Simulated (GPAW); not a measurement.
# Ti3Al (P-6m2) in GPAW: settings compared

Aim: see how the results for Ti3Al move with the level of theory and the settings. Levels: PBEsol, LDA. Tasks: band structure.

Program: GPAW 26.7.0. These are calculated values, not measurements. Logs are shortened: lines on timing, memory, paths and dates and some standing lists are left out, and cuts for length are marked. The log counts tension as positive stress, the text compression.

### Step 1. The crystal as given

The structure is hexagonal, space group P-6m2 (No. 187). The conventional cell has a = 2.928 Å, b = 2.928 Å, c = 9.226 Å, α = 90.00°, β = 90.00°, γ = 120.00°. Ti (site symmetry 3m) has 9 Ti at 2.86 to 2.93 Å and 3 Al at 2.86 Å as nearest neighbours. Ti (site symmetry -6m2) has 12 Ti at 2.86 to 2.93 Å as nearest neighbours. Al (site symmetry -6m2) has 6 Ti at 2.86 Å and 6 Al at 2.93 Å as nearest neighbours.

The cell comes from a database or a generator and needn't be the stable form of this composition.

### Step 2. Band structure, PBEsol

The input, run.py:

```python
from ase import Atoms
from ase.dft.bandgap import bandgap
from ase.io import write
from ase.units import GPa
from gpaw import GPAW, PW, setup_paths

setup_paths.insert(0, '.')

atoms = Atoms(['Ti', 'Ti', 'Ti', 'Al'],
              cell=[[2.9275422229, 0.0, 0.0],
                    [-1.4637711114, 2.5353259357, 0.0],
                    [0.0, 0.0, 9.226362]],
              scaled_positions=[[0.3333333333, 0.6666666667, 0.249406],
                                [0.3333333333, 0.6666666667, 0.750594],
                                [0.6666666667, 0.3333333333, 0.0],
                                [0.6666666667, 0.3333333333, 0.5]],
              pbc=True)

calc = GPAW(mode=PW(600),
            xc='PBEsol',
            kpts={'size': (8, 8, 3), 'gamma': True},
            occupations={'name': 'fermi-dirac', 'width': 0.05},
            nbands=37,
            convergence={'density': 1e-05, 'energy': 1e-05},
            maxiter=150,
            txt='gpaw.txt')
atoms.calc = calc
energy = atoms.get_potential_energy()
forces = atoms.get_forces()
stress = atoms.get_stress()
calc.write('gs.gpw')
write('result.traj', atoms)
print(f'Energy: {energy:.6f} eV')
print('Forces (eV/A):')
print(forces.round(4))
print('Stress (GPa):', (stress / GPa).round(3))
print('Fermi level:', round(calc.get_fermi_level(), 4), 'eV')
print(f'Gap: {bandgap(calc)[0]:.4f} eV, direct: {bandgap(calc, direct=True)[0]:.4f} eV')

path = atoms.cell.bandpath('GMKGALHA,LM,KH', npoints=60, eps=1e-4)
bs_calc = calc.fixed_density(kpts=path, symmetry='off', nbands=54,
                             convergence={'bands': 'CBM+6.0', 'eigenstates': 1e-6}, txt='bands.txt')
bs = bs_calc.band_structure()
bs.write('bs.json')
print(f'Gap on the path: {bandgap(bs_calc)[0]:.4f} eV')
```

Potentials or basis: PAW data sets generated in the run's folder for this functional, pw.

Run with:

```
$ gpaw-setup -f PBEsol Al Ti
$ OMP_NUM_THREADS=1 python run.py
```

gpaw.txt:

```text
__  _  _
 | _ |_)|_||  |
 |__||  | ||/\| - 26.7.0

Input parameters:
  mode=PW(ecut=600.0),
  convergence={'density': 1e-05, 'energy': 1e-05},
  kpts=MonkhorstPack(size=(8, 8, 3), gamma=True),
  maxiter=150,
  nbands=37,
  occupations=Occupations(name='fermi-dirac', width=0.05),
  xc=XC(name='PBEsol')

Diagonalizing LCAO Hamiltonian
Converting LCAO to pw mode

        Ti

          Al

        Ti

          Ti

Atoms  # Å, Bohr magnetons
|   | symbol |         x |        y |        z |    initial magnetic moments |
|---|--------|-----------|----------|----------|-----------------------------|
| 0 |     Ti | -0.000000 | 1.690217 | 2.301110 | ( 0.0000,  0.0000,  0.0000) |
| 1 |     Ti | -0.000000 | 1.690217 | 6.925252 | ( 0.0000,  0.0000,  0.0000) |
| 2 |     Ti |  1.463771 | 0.845109 | 0.000000 | ( 0.0000,  0.0000,  0.0000) |
| 3 |     Al |  1.463771 | 0.845109 | 4.613181 | ( 0.0000,  0.0000,  0.0000) |

Unit cell  # Å
| periodic |         x |        y |        z |  lengths |     angles |
|----------|-----------|----------|----------|----------|------------|
|      yes |  2.927542 | 0.000000 | 0.000000 | 2.927542 |  90.000000 |
|      yes | -1.463771 | 2.535326 | 0.000000 | 2.927542 |  90.000000 |
|      yes |  0.000000 | 0.000000 | 9.226362 | 9.226362 | 120.000000 |

Number of symmetries: 12
Symmetry operations  # r_c * U_cc + t_c -> r_c
|    | kind |            matrix            |
|----|------|------------------------------|
|  0 |  σ   |  1, 1, 0,  0,-1, 0,  0, 0, 1 |
|  1 |  C2  |  1, 1, 0,  0,-1, 0,  0, 0,-1 |
|  2 |  E   |  1, 0, 0,  0, 1, 0,  0, 0, 1 |
|  3 |  σ   |  1, 0, 0,  0, 1, 0,  0, 0,-1 |
|  4 |  C3  |  0, 1, 0, -1,-1, 0,  0, 0, 1 |
|  5 |  S3  |  0, 1, 0, -1,-1, 0,  0, 0,-1 |
|  6 |  σ   |  0,-1, 0, -1, 0, 0,  0, 0, 1 |
|  7 |  C2  |  0,-1, 0, -1, 0, 0,  0, 0,-1 |
|  8 |  σ   | -1, 0, 0,  1, 1, 0,  0, 0, 1 |
|  9 |  C2  | -1, 0, 0,  1, 1, 0,  0, 0,-1 |
| 10 |  C3  | -1,-1, 0,  1, 0, 0,  0, 0, 1 |
| 11 |  S3  | -1,-1, 0,  1, 0, 0,  0, 0,-1 |

BZ-sampling:
  Number of BZ points: 192
  Number of IBZ points: 20

  Monkhorst-Pack size: [8, 8, 3]
  Monkhorst-Pack shift: [0.0625, 0.0625, 0.0]

K-points  # in reciprocal-cell coordinates
|     |                                coordinates |     weight |
|-----|--------------------------------------------|------------|
|   0 | (  0.00000000,   0.00000000,   0.00000000) | 0.00520833 |
|   1 | (  0.00000000,   0.00000000,   0.33333333) | 0.01041667 |
|   2 | (  0.12500000,   0.00000000,   0.00000000) | 0.03125000 |
|   3 | (  0.12500000,   0.00000000,   0.33333333) | 0.06250000 |
|   4 | (  0.25000000,  -0.12500000,   0.00000000) | 0.03125000 |
|   5 | (  0.25000000,  -0.12500000,   0.33333333) | 0.06250000 |
|   6 | (  0.25000000,   0.00000000,   0.00000000) | 0.03125000 |
|   7 | (  0.25000000,   0.00000000,   0.33333333) | 0.06250000 |
|   8 | (  0.37500000,  -0.12500000,   0.00000000) | 0.06250000 |
|   9 | (  0.37500000,  -0.12500000,   0.33333333) | 0.12500000 |
| ... |                                            |            |
|  19 | (  0.50000000,   0.50000000,   0.33333333) | 0.03125000 |

Plane wave coefficients: 2302
Cutoff: 600.0 eV

Spin-components: 1 (collinear spins)
Bands:           37
Projectors:      23
Spin-degeneracy: 2
Datatype:        complex128

Parallelization:
  kpt:    1
  domain: 1
  band:   1

Density:
  Valence electrons: 39.0
  Components: 1
  Grid points: [18 18 54]
  Charge: 0.0  # |e|

Potential:
  Grid points: [18 18 54]

species:
  Ti:
    name:    Titanium
    Z:       22.0
    valence: 12
    core:    10
    charge:  0.0  # [|e|]
    compensation charges:
      type: gauss
      rc: 0.38  # [Å]
      lmax: 2
    cutoffs:
      filter: 2.23  # [Å]
      core: 1.02  # [Å]
    projectors
    | kind |    occ | energy [eV] | rcut [Å] |
    |------|--------|-------------|----------|
    |   3s |  2.000 |     -62.441 |    1.270 |
    |   4s |  2.000 |      -4.477 |    1.270 |
    |   3p |  6.000 |     -38.776 |    1.058 |
    |   4p |  0.000 |      -1.449 |    1.058 |
    |   3d |  2.000 |      -4.275 |    1.058 |
    |    d |        |      22.937 |    1.058 |

    Using partial waves for Ti as LCAO basis

  Al:
    name:    Aluminium
    Z:       13.0
    valence: 3
    core:    10
    charge:  0.0  # [|e|]
    compensation charges:
      type: gauss
      rc: 0.34  # [Å]
      lmax: 2
    cutoffs:
      filter: 1.91  # [Å]
      core: 2.36  # [Å]
    projectors
    | kind |    occ | energy [eV] | rcut [Å] |
    |------|--------|-------------|----------|
    |   3s |  2.000 |      -7.715 |    1.085 |
    |   3p |  1.000 |      -2.689 |    1.085 |
    |    s |        |      19.497 |    1.085 |
    |    p |        |      24.522 |    1.085 |
    |    d |        |       0.000 |    1.085 |

    Using partial waves for Al as LCAO basis

Reference energy: -76183.370670  # eV

eigensolver:
  PPCG
  Converge bands: occupied
  niter=2

density mixing:
  MSR1-Mixer
  Pratt-step length: 0.05
  Maximum mixing coefficient: 0.75
  Old densities: 10
  SVD Regularization: 0.005
  Good broyden scale: 1.0
  Trust region scale: 1.0
  Backstep threshold: 4.0
  History deletion threshold: 6.0
  Fourier metric: weight=20.0, sigma=0.015

occupation numbers:
  Fermi-Dirac:
    width: 0.0500  # eV

poisson solver:
  ecut: 4800.0  # eV

xc functional:
  name: PBEsol with 2 nearest neighbor stencil

convergence criteria:
- Maximum integral of absolute [dens]ity change: 1e-05 electrons / valence electron
- Maximum [total energy] change in last 3 cyles: 1e-05 eV / valence electron
- Maximum integral of absolute [eigenst]ate change: 4e-08 eV^2 / valence electron
maximum number of iterations: 150

SCF iterations
|iter     | |      energy | eigst |  dens |
|---------|-|-------------|-------|-------|
|iter:   1| |  -26.913464 | -0.08 |       |
|iter:   2| |  -26.755889 | -2.31 | -1.19 |
|iter:   3| |  -26.586670 | -0.73 | -1.22 |
|iter:   4| |  -33.300275 | -1.02 | -1.29 |
|iter:   5| |  -26.121836 | -1.44 | -0.64 |
|iter:   6| |  -26.091177 | -2.53 | -1.74 |
|iter:   7| |  -26.094139 | -2.79 | -2.06 |
|iter:   8| |  -26.090550 | -3.23 | -2.34 |
|iter:   9| |  -26.090236 | -4.76 | -2.83 |
|iter:  10| |  -26.090046 | -4.82 | -3.05 |
|iter:  11| |  -26.090040c| -5.96 | -3.57 |
|iter:  12| |  -26.090039c| -6.54 | -3.91 |
|iter:  13| |  -26.090040c| -7.36 | -4.52 |
|iter:  14| |  -26.090040c| -8.67c| -5.30c|

Converged in 14 steps
Energy contributions relative to reference atoms: (reference = -76183.370670)

Energy contributions:
  Kinetic:          19.124036
  Coulomb:         -17.652175
  Zero:              0.061781
  External:          0.000000
  Xc:              -27.604992
  Entropy:          -0.037379
  Spinorbit:         0.000000
  ----------------------------
  Free energy:     -26.108729
  Extrapolated:    -26.090040

dipole moment: (-0.531412, 0.306810, -29.465344)  # |e|*Ang

Fermi level: 7.808
Eigenvalues  # (at kpt = [0.000, 0.000, 0.000])
| band index |      eig [eV] | occ [0-2] |
|------------|---------------|-----------|
|          0 |       -48.636 |     2.000 |
|        ... |               |           |
|          9 |       -24.656 |     2.000 |
|         10 |       -24.616 |     2.000 |
|         11 |       -24.616 |     2.000 |
|         12 |        -0.597 |     2.000 |
|         13 |         2.768 |     2.000 |
|         14 |         3.022 |     2.000 |
[... 8 lines left out ...]
|         23 |         9.063 |     0.000 |
|         24 |         9.063 |     0.000 |
|        ... |               |           |
|         36 |        22.753 |     0.000 |

No gap
No difference between direct/indirect transitions

Forces  # eV/Ang
|       x |        y |        z |
|---------|----------|----------|
| 0.00000 |  0.00000 | -0.06661 |  # Ti   0
| 0.00000 |  0.00000 |  0.06661 |  # Ti   1
| 0.00000 | -0.00000 |  0.00000 |  # Ti   2
| 0.00000 |  0.00000 |  0.00000 |  # Al   3

Stress tensor  # eV/Ang^3
|         x |         y |        z |
|-----------|-----------|----------|
|  0.022625 | -0.000000 | 0.000000 |
| -0.000000 |  0.022625 | 0.000000 |
|  0.000000 |  0.000000 | 0.025438 |

# Writing to gs.gpw (mode='')
```

Wall time 1.7 min (1 thread of AMD EPYC 7R43 (Zen 3), shared host); peak memory 0.38 GiB.

What came out:

```
Free energy             : -26.1087 eV
Pressure                : -3.8 GPa
Largest force           : 0.067 eV/Å
Band gap along the path : none (metal or under the smearing width)
```

Forces on the atoms (eV/Å):
```
Ti   0.000  0.000 -0.067
Ti   0.000  0.000  0.067
Ti   0.000  0.000  0.000
Al   0.000  0.000  0.000
```

Levels at the corners of the path, in eV from the Fermi level:
```csv
point,band 18,band 19,band 20,band 21,band 22,band 23
Γ,0.49,0.76,0.86,0.86,0.94,0.94
M,-1.19,-0.62,-0.37,0.92,1.01,1.14
K,-1.13,-0.69,-0.54,-0.28,-0.07,0.17
Γ,0.49,0.76,0.86,0.86,0.94,0.94
A,0.45,0.80,0.86,0.86,0.94,0.94
L,-1.18,-0.90,-0.04,0.88,0.90,1.08
H,-1.15,-0.86,-0.64,-0.06,0.04,0.12
A,0.45,0.80,0.86,0.86,0.94,0.94
L,-1.18,-0.90,-0.04,0.88,0.90,1.08
M,-1.19,-0.62,-0.37,0.92,1.01,1.14
K,-1.13,-0.69,-0.54,-0.28,-0.07,0.17
H,-1.15,-0.86,-0.64,-0.06,0.04,0.12
```

### Step 3. Band structure, LDA

run.py, as its differences from that of step 2:

```diff
@@ -4,5 +4,3 @@
 from ase.units import GPa
-from gpaw import GPAW, PW, setup_paths
-
-setup_paths.insert(0, '.')
+from gpaw import GPAW, PW
 
@@ -19,3 +17,3 @@
 calc = GPAW(mode=PW(600),
-            xc='PBEsol',
+            xc='LDA',
             kpts={'size': (8, 8, 3), 'gamma': True},
```

Potentials or basis: the program's PAW data sets (release 1.2.1) made for this functional, pw.

Run with:

```
$ OMP_NUM_THREADS=1 python run.py
```

gpaw.txt:

```text
__  _  _
 | _ |_)|_||  |
 |__||  | ||/\| - 26.7.0

Input parameters:
  mode=PW(ecut=600.0),
  convergence={'density': 1e-05, 'energy': 1e-05},
  kpts=MonkhorstPack(size=(8, 8, 3), gamma=True),
  maxiter=150,
  nbands=37,
  occupations=Occupations(name='fermi-dirac', width=0.05),
  xc=XC(name='LDA')

Diagonalizing LCAO Hamiltonian
Converting LCAO to pw mode

        Ti

          Al

        Ti

          Ti

Atoms  # Å, Bohr magnetons
|   | symbol |         x |        y |        z |    initial magnetic moments |
|---|--------|-----------|----------|----------|-----------------------------|
| 0 |     Ti | -0.000000 | 1.690217 | 2.301110 | ( 0.0000,  0.0000,  0.0000) |
| 1 |     Ti | -0.000000 | 1.690217 | 6.925252 | ( 0.0000,  0.0000,  0.0000) |
| 2 |     Ti |  1.463771 | 0.845109 | 0.000000 | ( 0.0000,  0.0000,  0.0000) |
| 3 |     Al |  1.463771 | 0.845109 | 4.613181 | ( 0.0000,  0.0000,  0.0000) |

Unit cell  # Å
| periodic |         x |        y |        z |  lengths |     angles |
[... 176 lines left out ...]
  Kinetic:          17.427276
  Coulomb:         -15.834423
  Zero:              0.000600
  External:          0.000000
  Xc:              -28.545446
  Entropy:          -0.037966
  Spinorbit:         0.000000
  ----------------------------
  Free energy:     -26.989959
  Extrapolated:    -26.970976

dipole moment: (-0.529860, 0.305914, -29.499762)  # |e|*Ang

Fermi level: 7.635
Eigenvalues  # (at kpt = [0.000, 0.000, 0.000])
| band index |      eig [eV] | occ [0-2] |
|------------|---------------|-----------|
|          0 |       -48.454 |     2.000 |
|        ... |               |           |
|          9 |       -24.677 |     2.000 |
|         10 |       -24.635 |     2.000 |
|         11 |       -24.635 |     2.000 |
|         12 |        -0.742 |     2.000 |
|         13 |         2.666 |     2.000 |
|         14 |         2.912 |     2.000 |
[... 8 lines left out ...]
|         23 |         8.861 |     0.000 |
|         24 |         8.861 |     0.000 |
|        ... |               |           |
|         36 |        22.664 |     0.000 |

No gap
No difference between direct/indirect transitions

Forces  # eV/Ang
|        x |       y |        z |
|----------|---------|----------|
| -0.00000 | 0.00000 | -0.13017 |  # Ti   0
| -0.00000 | 0.00000 |  0.13017 |  # Ti   1
| -0.00000 | 0.00000 |  0.00000 |  # Ti   2
|  0.00000 | 0.00000 |  0.00000 |  # Al   3

Stress tensor  # eV/Ang^3
|         x |         y |        z |
|-----------|-----------|----------|
|  0.045359 | -0.000000 | 0.000000 |
| -0.000000 |  0.045359 | 0.000000 |
|  0.000000 |  0.000000 | 0.048613 |

# Writing to gs.gpw (mode='')
```

stdout:

```text
Energy: -26.970976 eV
Forces (eV/A):
[[-0.      0.     -0.1302]
 [-0.      0.      0.1302]
 [-0.      0.      0.    ]
 [ 0.      0.      0.    ]]
Stress (GPa): [ 7.267  7.267  7.789  0.     0.    -0.   ]
Fermi level: 7.6348 eV
Gap: 0.0000 eV, direct: 0.0000 eV
Gap on the path: 0.0000 eV
```

Wall time 97 s (1 thread of AMD EPYC 7R43 (Zen 3), shared host); peak memory 0.38 GiB.

Results:

```
Free energy             : -26.9900 eV
Pressure                : -7.4 GPa
Largest force           : 0.130 eV/Å
Band gap along the path : none (metal or under the smearing width)
```

Forces on the atoms (eV/Å):
```
Ti   0.000  0.000 -0.130
Ti   0.000  0.000  0.130
Ti   0.000  0.000  0.000
Al   0.000  0.000  0.000
```

Levels at the corners of the path, in eV from the Fermi level:
```
point  band 15  band 16  band 17  band 18  band 19  band 20  band 21  band 22  band 23  band 24
    Γ    -4.72    -2.42    -0.71     0.53     0.74     0.83     0.83     0.91     0.91     1.23
    M    -2.32    -2.04    -1.42    -1.19    -0.61    -0.34     0.89     1.03     1.15     1.72
    K    -1.76    -1.38    -1.12    -1.11    -0.68    -0.55    -0.25    -0.06     0.17     1.65
    Γ    -4.72    -2.42    -0.71     0.53     0.74     0.83     0.83     0.91     0.91     1.23
    A    -3.31    -3.07    -0.97     0.47     0.78     0.83     0.83     0.91     0.91     1.23
    L    -2.30    -1.98    -1.51    -1.18    -0.90     0.03     0.85     0.91     1.07     1.84
    H    -1.70    -1.28    -1.13    -1.12    -0.84    -0.65    -0.05     0.04     0.13     1.74
    A    -3.31    -3.07    -0.97     0.47     0.78     0.83     0.83     0.91     0.91     1.23
    L    -2.30    -1.98    -1.51    -1.18    -0.90     0.03     0.85     0.91     1.07     1.84
    M    -2.32    -2.04    -1.42    -1.19    -0.61    -0.34     0.89     1.03     1.15     1.72
    K    -1.76    -1.38    -1.12    -1.11    -0.68    -0.55    -0.25    -0.06     0.17     1.65
    H    -1.70    -1.28    -1.13    -1.12    -0.84    -0.65    -0.05     0.04     0.13     1.74
```
